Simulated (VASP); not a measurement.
The system is CdSe.

```xyz
2
Lattice="0.0000 2.8740 2.8740 2.8740 0.0000 2.8740 2.8740 2.8740 0.0000" Properties=species:S:1:pos:R:3 pbc="T T T"
Cd    0.0000    0.0000    0.0000
Se    2.8740    2.8740    2.8740
```

Measurements of this composition are mostly on another form, of space group No. 186.

| Item | Value |
| --- | --- |
| Program | VASP 6.6.1 |
| Task | relaxation of cell and atoms |
| Functional | LDA |
| Potentials or basis | VASP PAW LDA potentials, release 64 (Cd, Se) |
| Cutoff | 600 eV |
| k mesh | 12 × 12 × 12 |
| Occupations | gaussian, width 0.1 eV |
| Spin | no spin polarisation |

At the start: pressure -5.7 GPa; volume 23.74 Å³/atom.

Question: How do energy, volume and symmetry change on relaxing?

Answer: Over 3 steps the energy falls by 39.6 meV/atom and the volume is 21.69 Å³/atom (-8.6 %); space group Fm-3m (No. 225, to 0.05 Å).

The path:
| step | energy change (eV) | largest force (eV/Å) | pressure (GPa) | volume (Å³) |
| --- | --- | --- | --- | --- |
| 1 | 0.0000 | 0.0000 | -5.69 | 47.48 |
| 2 | -0.0661 | 0.0000 | 2.97 | 41.92 |
| 3 | -0.0793 | 0.0000 | 0.00 | 43.39 |

Final structure:
```yaml
crystal:
  lattice:
    - [0.00000, 2.78903, 2.78903]
    - [2.78903, 0.00000, 2.78903]
    - [2.78903, 2.78903, 0.00000]
  atoms:
    - { symbol: Cd, position: [0.00000, 0.00000, 0.00000] }
    - { symbol: Se, position: [0.50000, 0.50000, 0.50000] }
```
